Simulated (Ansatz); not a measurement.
# The 2H-WS2 bilayer (2H stacking) between two gates, part 2 of 3

Wanted: Fermi level and gate voltage of the 2H-WS2 bilayer (2H stacking) as it is charged.

Ansatz 0.2.0; plane-wave DFT, PBE-D3(BJ), Ansatz PAW.

So far. Step 2 (Relaxation): The lattice constant a goes from 3.180 to 3.157 Å.

## (3) Gated layer, added electrons 0

The slab is cut off from its images along the normal. A charged sheet stands for each gate, the layer takes the opposite charge, and a barrier ahead of the sheet keeps electrons from leaking to it. The uncharged case sets the zero; a dense mesh is needed because few carriers fill a small part of the zone.

The cell differs from the one that the last finished run ended in (c 43.702 → 49.234 Å).

The input, input.yaml:

```yaml
crystal:
  lattice:
    - [3.1567088436, 0.0, 0.0]
    - [-1.5783544218, 2.7337900509, 0.0]
    - [0.0, 0.0, 49.2344981377]
  atoms:
    - { symbol: S, position: [0.3333333333, 0.6666666667, 0.4062192316] }
    - { symbol: W, position: [0.0, 0.0, 0.4382405468] }
    - { symbol: S, position: [0.3333333333, 0.6666666667, 0.4702222321] }
    - { symbol: S, position: [0.0, 0.0, 0.5297777679] }
    - { symbol: W, position: [0.3333333333, 0.6666666667, 0.5617594532] }
    - { symbol: S, position: [0.0, 0.0, 0.5937807684] }
  periodic: [true, true, false]
  symmetry: { detect: true }
kpoints:
  mp_grid: { grid: [54, 54, 1] }
  band_path:
    path: [[0, 0, 0], [0.5, 0, 0], [0.33333333, 0.33333333, 0], [0, 0, 0]]
    npoints: 16
hamiltonian:
  xc: pbe
  dispersion: d3bj
scf:
  occupations: { method: fermi_dirac, width: 0.02585 }
  convergence: { dr2_threshold: 1.0e-10 }
output:
  forces: true
  eigenvalues: true
  dos: { projected: true, e_range: [-3, 3], de: 0.01 }
  write_potential: true
  write_density: true
  volumetric_format: npy
  elf: true
external_charges:
  - { charge: 0, barrier: 10, axis: 3, height: 32.734, sigma: 0.25 }
  - { charge: 0, barrier: 10, axis: 3, height: 16.5, sigma: 0.25 }
```

On the command line:

```sh
$ ansatz run input.yaml --threads 8 --pin off --max-ram 12288MiB --backend cpu --events-out ev --progress --plain --runs-dir out
```

Numbers of over 12 decimals in the logs are rounded to 6 here.

The log of the run:

```text
[...]
Crystal: 6 atoms, lattice volume = 424.883 Å³
Basis set: ecut = 420 eV, 8217 PW (Γ), exchange–correlation on 48×48×720 points (8 copies of the dense FFT grid, shifted against one another)
Bands: 32, of which v1, the nominal top of the filled ones, is band 26 counted from 1 (25 counted from 0)
Symmetry: 6 space group operations
k-points: 271 of 2916 (time reversal used)
[...]
SCF iter   1: F=—  HF=-24384.985751 eV  |F-HF|=—  |Δ(HF+E_count)|=         —  Δρ=2.76e-3  dr2=4.21e-2  ethr=1.77e-3  ⟨swp⟩=15.6  Hψ=74148  notcnv=0
[...]
SCF iter  13: F=-24385.001274 eV  HF=-24385.001274 eV  |F-HF|=1.71e-10  |Δ(HF+E_count)|=  1.35e-10  Δρ=7.43e-8  dr2=7.34e-11  ethr=1.00e-12  ⟨swp⟩=21.4  Hψ=91876  notcnv=0
SCF 1 converged in 13 iterations: F = -24385.001274 eV  dr2 = 7.34e-11
[...]
NSCF: frozen V_eff on 49 k-points
WARN: The output density's exchange-correlation potential varies sharply where the density is thin. Do not read a vacuum level from v_tot or v_xc, or from such a field of the output density. On a cell that repeats whose density bears no net charge and no dipole along the vacuum's axis use v_es (v_loc + v_h of the components); under efield.dipole_correction with no amplitude use v_es + v_field, which holds any externa [...]
SCF converged after 13 iterations
Free energy (F): -24385.001274 eV
[...]
Internal energy: -24385.001274 eV  (E = F + TS)
E sigma→0 (E₀):  -24385.001274 eV
Fermi energy:    -4.586141 eV
[...]
--- Forces (eV/Å), atoms and charges each counted from 1 ---
  atom   1  S      0.00000000    -0.00000000     0.00338017
  atom   2  W      0.00000000     0.00000000    -0.00013023
  atom   3  S     -0.00000000    -0.00000000    -0.00042134
  atom   4  S     -0.00000000     0.00000000     0.00042454
  atom   5  W      0.00000000    -0.00000000     0.00012866
  atom   6  S      0.00000000     0.00000000    -0.00338859
  external charge   1     0.00000000     0.00000000     0.00413689
  external charge   2     0.00000000     0.00000000    -0.00413071
  max |Σ_I F_I| component, the external charges' with the atoms': 6.06e-7 eV/Å
--- Band table (eV; the first three rows and the last of 271) ---
  k-point 0: bands = [... 22 lower, -7.2204, -7.2204, -5.9920, -5.2424, -2.7454, -2.7454, -2.7276, -2.7276, ... 2 higher]
  k-point 1: bands = [... 22 lower, -7.2166, -7.1504, -5.9924, -5.2503, -2.7497, -2.7377, -2.7344, -2.7156, ... 2 higher]
  k-point 2: bands = [... 22 lower, -7.2067, -7.0497, -5.9941, -5.2744, -2.7620, -2.7526, -2.7216, -2.6876, ... 2 higher]
  k-point 270: bands = [... 22 lower, -8.0633, -8.0633, -5.7371, -5.6168, -3.7368, -3.7368, -2.7455, -2.0693, ... 2 higher]
```

Wall time 88 s (8 threads of Arm Neoverse V2, shared host); peak memory 2.9 GiB; 12 min of CPU time.

Reading the cycles: dr2 is the Hartree energy of the density residual (eV), the measure of convergence; HF is the Harris–Foulkes estimate of the energy, which meets the free energy F at convergence.

This step gave:

| Item | Value |
| --- | --- |
| gap on the k-mesh | 1.353 eV |
| gap along the path | 1.353 eV |
| smallest direct gap along the path | 1.880 eV |
| gap, the smaller of path and mesh | 1.353 eV |
| potential beyond the upper barrier and gate, less the barrier, from the Fermi level | 4.586 eV |

Running mean over a fixed 2.6 Å (it still follows the layers) of the planar mean; beyond a gate it holds the 10 eV model barrier. Table of electron's electrostatic potential energy less the Fermi level by z:

| z (Å) | electron's electrostatic potential energy less the Fermi level (eV) |
| --- | --- |
| 4 | 14.6 |
| 5 | 14.6 |
| 6 | 14.6 |
| 7 | 14.6 |
| 8 | 14.6 |
| 9 | 14.6 |
| 10 | 14.6 |
| 11 | 14.6 |
| 12 | 14.6 |
| 13 | 14.6 |
| 14 | 14.6 |
| 15 | 14.5 |
| 16 | 11.5 |
| 17 | 7.64 |
| 18 | 4.01 |
| 19 | -0.638 |
| 20 | -6.32 |
| 21 | -12.2 |
| 22 | -12.2 |
| 23 | -7.61 |
| 24 | -1.97 |
| 25 | -1.33 |
| 26 | -5.74 |
| 27 | -12.1 |
| 28 | -12.2 |
| 29 | -8.25 |
| 30 | -1.83 |
| 31 | 3.19 |
| 32 | 6.71 |
| 33 | 10.6 |
| 34 | 14.1 |
| 35 | 14.6 |
| 36 | 14.6 |
| 37 | 14.6 |
| 38 | 14.6 |
| 39 | 14.6 |
| 40 | 14.6 |
| 41 | 14.6 |
| 42 | 14.6 |
| 43 | 14.6 |
| 44 | 14.6 |
| 45 | 14.6 |

The density of states has structure finer than the step of the table below, so its rows give means over 0.1 eV, whole bins alone (the curve runs from -3 to 1.63 eV). Peaks (eV: height): -2.91: 5.97, -2.59: 6.74, -2.23: 5.01, -1.96: 9.32, -1.41: 4.69, 1.42: 6.38, 1.53: 9.55.

Table of density of states by energy, zero at the Fermi level of the run, which the smearing sets inside the gap; means over each step:

| energy (eV) | density of states (states/eV a cell) |
| --- | --- |
| -2.9 | 5.27 |
| -2.8 | 4.65 |
| -2.7 | 4.61 |
| -2.6 | 5.16 |
| -2.5 | 3.82 |
| -2.4 | 2.22 |
| -2.3 | 2.68 |
| -2.2 | 4.18 |
| -2.1 | 3.50 |
| -2.0 | 6.61 |
| -1.9 | 5.77 |
| -1.8 | 4.47 |
| -1.7 | 3.80 |
| -1.6 | 3.27 |
| -1.5 | 2.99 |
| -1.4 | 2.66 |
| -1.3 | 1.32 |
| -1.2 | 1.06 |
| -1.1 | 0.653 |
| -1.0 | 0.327 |
| -0.9 | 0.290 |
| -0.8 | 0.292 |
| -0.7 | 0.274 |
| -0.6 | 0 |
| -0.5 | 0 |
| -0.4 | 0 |
| -0.3 | 0 |
| -0.2 | 0 |
| -0.1 | 0 |
| 0.0 | 0 |
| 0.1 | 0 |
| 0.2 | 0 |
| 0.3 | 0 |
| 0.4 | 0 |
| 0.5 | 0 |
| 0.6 | 0 |
| 0.7 | 0.755 |
| 0.8 | 1.43 |
| 0.9 | 2.11 |
| 1.0 | 2.86 |
| 1.1 | 2.71 |
| 1.2 | 4.37 |
| 1.3 | 4.28 |
| 1.4 | 5.07 |
| 1.5 | 7.87 |

Projected DOS per atom over height of the atomic layer and energy from the Fermi level. Layers: S W S S W S from below.

Values in states/eV, 22 rows by 6 columns, each cell a mean:
```
0.75 2.33 0.58 0.58 2.33 0.75
0.44 1.43 0.34 0.34 1.43 0.44
0.27 1.04 0.28 0.28 1.04 0.27
0.16 0.64 0.21 0.21 0.64 0.16
0.06 0.18 0.08 0.08 0.18 0.06
0.00 0.00 0.00 0.00 0.00 0.00
0.00 0.00 0.00 0.00 0.00 0.00
0.00 0.00 0.00 0.00 0.00 0.00
0.00 0.00 0.00 0.00 0.00 0.00
0.00 0.00 0.00 0.00 0.00 0.00
0.00 0.01 0.01 0.01 0.01 0.00
0.01 0.08 0.05 0.05 0.08 0.01
0.02 0.12 0.06 0.06 0.12 0.02
0.05 0.37 0.09 0.09 0.37 0.05
0.19 0.85 0.17 0.17 0.85 0.19
0.27 1.14 0.26 0.26 1.14 0.27
0.42 1.62 0.42 0.42 1.62 0.42
0.41 1.55 0.42 0.42 1.55 0.41
0.64 0.48 0.49 0.49 0.48 0.64
0.74 0.24 0.72 0.72 0.24 0.74
0.96 0.41 0.95 0.95 0.41 0.96
1.01 0.50 0.97 0.97 0.50 1.01
```
Columns: height of the atomic layer (Å) from 20 to 29.2 (not evenly spaced); rows upwards: energy from the Fermi level (eV) from -2.98 to 1.62.

The electronic bands at the labelled points (eV, zero at the Fermi level of the run, which the smearing sets inside the gap):

| point | band 23 | band 24 | band 25 | band 26 | band 27 | band 28 | band 29 | band 30 |
| --- | --- | --- | --- | --- | --- | --- | --- | --- |
| Γ | -2.63 | -2.63 | -1.41 | -0.66 | 1.84 | 1.84 | 1.86 | 1.86 |
| halfway | -2.96 | -2.57 | -2.03 | -1.95 | 1.05 | 1.43 | 1.49 | 1.56 |
| M | -2.36 | -2.24 | -2.10 | -2.00 | 1.87 | 1.89 | 2.22 | 2.38 |
| halfway | -3.41 | -3.17 | -1.60 | -1.45 | 1.52 | 1.58 | 2.34 | 2.55 |
| K | -3.48 | -3.48 | -1.15 | -1.03 | 0.85 | 0.85 | 1.84 | 2.52 |
| halfway | -2.52 | -2.41 | -1.98 | -1.95 | 0.70 | 1.15 | 1.68 | 1.85 |
| Γ | -2.63 | -2.63 | -1.41 | -0.66 | 1.84 | 1.84 | 1.86 | 1.86 |

ELF in the ca plane at fractional y = 0.667, with atoms of S and W within 0.2 Å of it. It is the smooth field of the valence electrons, not physical close to the nuclei.

Ten even steps from '0' (0.00) to '9' (0.94), each cell a mean:
```
00000000000000000122331232123320016787753235
00000000000000000012221232122210026887753335
00000000000000013567774222367764103677532223
00000000000000257998887323688898400234336753
00000000000001479995157423762399700012265365
00000000000001479994147423761399710012265265
00000000000001258998787423687899400234246763
00000000000000024678874222478875103566522323
```
Columns run along c (16.0 Å, from fractional 0.26 to 0.58 of the cell), rows up along a (3.2 Å). Atoms in or near the plane, at fractional coordinates: S at (0.41, 0.33), S at (0.47, 0.33), W at (0.56, 0.33).

Electrostatic potential energy in the ca plane at fractional y = 0.667, with atoms of S and W within 0.2 Å of it. With pseudopotentials it is smooth inside the atoms' cores, unlike the true potential.

Values in eV, 5 rows by 16 columns, each cell a mean:
```
 10  10  10   8   0   0  -1  -4 -18 -16  -4  -1  -3 -12  -7  -7
 10  10  10   8   0   0  -3 -10 -13 -12 -10  -3  -2  -8 -14 -15
 10  10  10   8   0   0 -15 -38 -11 -13 -38 -11  -1  -5 -37 -41
 10  10  10   8   0   0 -19 -40 -12 -15 -40 -15  -1  -5 -41 -44
 10  10  10   8   0   0  -6 -20 -11 -11 -20  -5  -2  -6 -22 -25
```
Columns run along c (16.0 Å, from fractional 0.26 to 0.58 of the cell; values clipped at the 3rd and 97th percentile), rows up along a (3.2 Å). Atoms in or near the plane, at fractional coordinates: S at (0.41, 0.33), S at (0.47, 0.33), W at (0.56, 0.33).

Valence density in the ca plane at fractional y = 0.667, with atoms of S and W within 0.2 Å of it. It is the smooth field of the valence electrons, not physical close to the nuclei.

Values in e/Å³, 5 rows by 16 columns, each cell a mean:
```
0.0 0.0 0.0 0.0 0.0 0.0 0.1 0.2 0.6 0.5 0.2 0.1 0.2 0.5 0.4 0.3
0.0 0.0 0.0 0.0 0.0 0.0 0.2 0.5 0.5 0.5 0.5 0.1 0.1 0.4 0.6 0.6
0.0 0.0 0.0 0.0 0.0 0.0 0.6 0.9 0.5 0.6 0.9 0.5 0.1 0.2 2.5 2.9
0.0 0.0 0.0 0.0 0.0 0.0 0.7 0.8 0.5 0.6 0.8 0.6 0.1 0.2 3.2 3.6
0.0 0.0 0.0 0.0 0.0 0.0 0.3 0.7 0.5 0.5 0.7 0.2 0.1 0.3 1.0 1.1
```
Columns run along c (16.0 Å, from fractional 0.26 to 0.58 of the cell), rows up along a (3.2 Å). Atoms in or near the plane, at fractional coordinates: S at (0.41, 0.33), S at (0.47, 0.33), W at (0.56, 0.33).

The gap, the smaller of path and mesh, is 1.353 eV.

## (4) Gated layer, added electrons 1×10¹³ per cm²

input.yaml, the sections that differ from step 3:

```yaml
total_charge: -0.00863
kpoints:
  mp_grid: { grid: [54, 54, 1] }
output:
  forces: true
  eigenvalues: true
  write_potential: true
  write_density: true
  volumetric_format: npy
external_charges:
  - { charge: 0, barrier: 10, axis: 3, height: 32.734, sigma: 0.25 }
  - { charge: 0.004315, axis: 3, height: 34.234, sigma: 0.5 }
  - { charge: 0, barrier: 10, axis: 3, height: 16.5, sigma: 0.25 }
  - { charge: 0.004315, axis: 3, height: 15.0, sigma: 0.5 }
# crystal, hamiltonian, scf: as in step 3
```

The log of the run:

```text
[...]
Crystal: 6 atoms, lattice volume = 424.883 Å³
Basis set: ecut = 420 eV, 8217 PW (Γ), exchange–correlation on 48×48×720 points (8 copies of the dense FFT grid, shifted against one another)
Bands: 33, of which v1, the nominal top of the filled ones, is band 26 counted from 1 (25 counted from 0)
Symmetry: 6 space group operations
k-points: 271 of 2916 (time reversal used)
[...]
SCF iter   1: F=—  HF=-24385.809514 eV  |F-HF|=—  |Δ(HF+E_count)|=         —  Δρ=2.35e-2  dr2=2.58e0  ethr=3.10e-3  ⟨swp⟩=19.2  Hψ=81325  notcnv=0
[...]
SCF iter  14: F=-24385.033944 eV  HF=-24385.033944 eV  |F-HF|=2.18e-11  |Δ(HF+E_count)|=  4.73e-10  Δρ=4.80e-8  dr2=8.06e-12  ethr=1.00e-12  ⟨swp⟩=24.8  Hψ=86233  notcnv=0
SCF 1 converged in 14 iterations: F = -24385.033944 eV  dr2 = 8.06e-12
[...]
SCF converged after 14 iterations
Free energy (F): -24385.033944 eV
[...]
Internal energy: -24385.033186 eV  (E = F + TS)
E sigma→0 (E₀):  -24385.033565 eV
Entropy (-TS):   -0.000759 eV (-0.126 meV/atom)
Fermi energy:    -3.566403 eV
[...]
--- Forces (eV/Å), atoms and charges each counted from 1 ---
  atom   1  S      0.00000000     0.00000000     0.00075013
  atom   2  W      0.00000000     0.00000000    -0.00518264
  atom   3  S      0.00000000    -0.00000000     0.00865306
  atom   4  S     -0.00000000     0.00000000    -0.00865269
  atom   5  W      0.00000000    -0.00000000     0.00518082
  atom   6  S      0.00000000     0.00000000    -0.00075498
  external charge   1     0.00000000     0.00000000     0.00437970
  external charge   2     0.00000000     0.00000000    -0.00019510
  external charge   3     0.00000000     0.00000000    -0.00437325
  external charge   4     0.00000000     0.00000000     0.00019510
  max |Σ_I F_I| component, the external charges' with the atoms': 1.54e-7 eV/Å
--- Band table (eV; the first three rows and the last of 271) ---
  k-point 0: bands = [... 22 lower, -6.8598, -6.8598, -5.6380, -4.8824, -2.3836, -2.3836, -2.3681, -2.3681, ... 3 higher]
  k-point 1: bands = [... 22 lower, -6.8561, -6.7949, -5.6384, -4.8902, -2.3879, -2.3756, -2.3748, -2.3561, ... 3 higher]
  k-point 2: bands = [... 22 lower, -6.8463, -6.6949, -5.6400, -4.9142, -2.4010, -2.3928, -2.3589, -2.3297, ... 3 higher]
  k-point 270: bands = [... 22 lower, -7.7062, -7.7062, -5.3759, -5.2559, -3.3752, -3.3752, -2.3877, -1.7132, ... 3 higher]
```

It took 87 s on 8 threads; peak memory 2.9 GiB; 11 min of CPU time.

Numbers from this step:

* energy at zero smearing: -24385.0336 eV
* potential beyond the upper barrier and gate, less the barrier, from the Fermi level: 3.566 eV

Against the uncharged case this takes +1.02 V.

## (5) Gated layer, added electrons -1×10¹³ per cm²

Changes to input.yaml since step 4:

```diff
@@ -14,3 +14,3 @@
   symmetry: { detect: true }
-total_charge: -0.00863
+total_charge: 0.00863
 kpoints:
@@ -31,4 +31,4 @@
   - { charge: 0, barrier: 10, axis: 3, height: 32.734, sigma: 0.25 }
-  - { charge: 0.004315, axis: 3, height: 34.234, sigma: 0.5 }
+  - { charge: -0.004315, axis: 3, height: 34.234, sigma: 0.5 }
   - { charge: 0, barrier: 10, axis: 3, height: 16.5, sigma: 0.25 }
-  - { charge: 0.004315, axis: 3, height: 15.0, sigma: 0.5 }
+  - { charge: -0.004315, axis: 3, height: 15.0, sigma: 0.5 }
```

The log of the run:

```text
[...]
Crystal: 6 atoms, lattice volume = 424.883 Å³
Basis set: ecut = 420 eV, 8217 PW (Γ), exchange–correlation on 48×48×720 points (8 copies of the dense FFT grid, shifted against one another)
Bands: 32, of which v1, the nominal top of the filled ones, is band 26 counted from 1 (25 counted from 0)
Symmetry: 6 space group operations
k-points: 271 of 2916 (time reversal used)
[...]
--- Band table (eV; the first three rows and the last of 271) ---
  k-point 0: bands = [... 22 lower, -7.5840, -7.5840, -6.3493, -5.6068, -3.1107, -3.1107, -3.0902, -3.0902, ... 2 higher]
  k-point 1: bands = [... 22 lower, -7.5802, -7.5087, -6.3498, -5.6147, -3.1149, -3.1032, -3.0969, -3.0781, ... 2 higher]
  k-point 2: bands = [... 22 lower, -7.5701, -7.4073, -6.3516, -5.6389, -3.1267, -3.1153, -3.0877, -3.0477, ... 2 higher]
  k-point 270: bands = [... 22 lower, -8.4237, -8.4236, -6.1004, -5.9796, -4.1015, -4.1015, -3.1066, -2.4283, ... 2 higher]
[key lines of the parts left out:]
SCF converged after 17 iterations
Free energy (F): -24384.954712 eV
Fermi energy:    -5.624235 eV
```

Run time: 93 s. Hardware: 8 threads; peak memory 2.9 GiB; 12 min of CPU time.

Against the uncharged case this takes -1.04 V.

## (6) Gated layer, added electrons 3×10¹³ per cm²

Changes to input.yaml since step 5:

```diff
@@ -14,3 +14,3 @@
   symmetry: { detect: true }
-total_charge: 0.00863
+total_charge: -0.02589
 kpoints:
@@ -31,4 +31,4 @@
   - { charge: 0, barrier: 10, axis: 3, height: 32.734, sigma: 0.25 }
-  - { charge: -0.004315, axis: 3, height: 34.234, sigma: 0.5 }
+  - { charge: 0.012945, axis: 3, height: 34.234, sigma: 0.5 }
   - { charge: 0, barrier: 10, axis: 3, height: 16.5, sigma: 0.25 }
-  - { charge: -0.004315, axis: 3, height: 15.0, sigma: 0.5 }
+  - { charge: 0.012945, axis: 3, height: 15.0, sigma: 0.5 }
```

The log of the run:

```text
[...]
Crystal: 6 atoms, lattice volume = 424.883 Å³
Basis set: ecut = 420 eV, 8217 PW (Γ), exchange–correlation on 48×48×720 points (8 copies of the dense FFT grid, shifted against one another)
Bands: 33, of which v1, the nominal top of the filled ones, is band 26 counted from 1 (25 counted from 0)
Symmetry: 6 space group operations
k-points: 271 of 2916 (time reversal used)
[...]
--- Band table (eV; the first three rows and the last of 271) ---
  k-point 0: bands = [... 22 lower, -6.1414, -6.1414, -4.9326, -4.1649, -1.6628, -1.6628, -1.6518, -1.6518, ... 3 higher]
  k-point 1: bands = [... 22 lower, -6.1378, -6.0858, -4.9330, -4.1727, -1.6675, -1.6586, -1.6544, -1.6400, ... 3 higher]
  k-point 2: bands = [... 22 lower, -6.1283, -5.9877, -4.9344, -4.1965, -1.6827, -1.6755, -1.6364, -1.6160, ... 3 higher]
  k-point 270: bands = [... 22 lower, -6.9946, -6.9946, -4.6561, -4.5369, -2.6548, -2.6548, -1.6747, -1.0038, ... 3 higher]
[key lines of the parts left out:]
SCF converged after 12 iterations
Free energy (F): -24385.089870 eV
Fermi energy:    -2.817554 eV
```

Run time: 82 s. Hardware: 8 threads; peak memory 2.9 GiB; 11 min of CPU time.

Against the uncharged case this takes +1.77 V.

## (7) Gated layer, added electrons -3×10¹³ per cm²

Changes to input.yaml since step 6:

```diff
@@ -14,3 +14,3 @@
   symmetry: { detect: true }
-total_charge: -0.02589
+total_charge: 0.02589
 kpoints:
@@ -31,4 +31,4 @@
   - { charge: 0, barrier: 10, axis: 3, height: 32.734, sigma: 0.25 }
-  - { charge: 0.012945, axis: 3, height: 34.234, sigma: 0.5 }
+  - { charge: -0.012945, axis: 3, height: 34.234, sigma: 0.5 }
   - { charge: 0, barrier: 10, axis: 3, height: 16.5, sigma: 0.25 }
-  - { charge: 0.012945, axis: 3, height: 15.0, sigma: 0.5 }
+  - { charge: -0.012945, axis: 3, height: 15.0, sigma: 0.5 }
```

The log of the run:

```text
[...]
Crystal: 6 atoms, lattice volume = 424.883 Å³
Basis set: ecut = 420 eV, 8217 PW (Γ), exchange–correlation on 48×48×720 points (8 copies of the dense FFT grid, shifted against one another)
Bands: 32, of which v1, the nominal top of the filled ones, is band 26 counted from 1 (25 counted from 0)
Symmetry: 6 space group operations
k-points: 271 of 2916 (time reversal used)
[...]
--- Band table (eV; the first three rows and the last of 271) ---
  k-point 0: bands = [... 22 lower, -8.3136, -8.3136, -7.0662, -6.3375, -3.8438, -3.8438, -3.8178, -3.8178, ... 2 higher]
  k-point 1: bands = [... 22 lower, -8.3097, -8.2268, -7.0667, -6.3455, -3.8478, -3.8368, -3.8245, -3.8056, ... 2 higher]
  k-point 2: bands = [... 22 lower, -8.2993, -8.1244, -7.0686, -6.3698, -3.8589, -3.8430, -3.8221, -3.7703, ... 2 higher]
  k-point 270: bands = [... 22 lower, -9.1462, -9.1462, -6.8293, -6.7076, -4.8331, -4.8331, -3.8312, -3.1487, ... 2 higher]
[key lines of the parts left out:]
SCF converged after 16 iterations
Free energy (F): -24384.851606 eV
Fermi energy:    -6.422237 eV
```

Elapsed: 92 s, on 8 threads; peak memory 2.9 GiB.

Against the uncharged case this takes -1.84 V.

(Continued in part 3 of 3.)

[Logs are printed without paths, hosts, clocks, repeated set-up lines and the standing remarks that a program may print on its own settings, such as how far it seeks lower states.]

[Hosts, paths, dates, database ids (printed as entryN), source tags and the programs' standing remarks are cut or masked in the printed files.]

[Maps of the electrostatic potential energy from Ansatz leave out the sawtooth potential of an applied field or a dipole correction, so their vacuum need not be flat; planar profiles and work functions include it.]

[The density of states shown here was stored with 400 of the rows of the run's finer table, so its peaks can read low, often by over a quarter, or be missed, and its means over a window can be off by a tenth or more.]
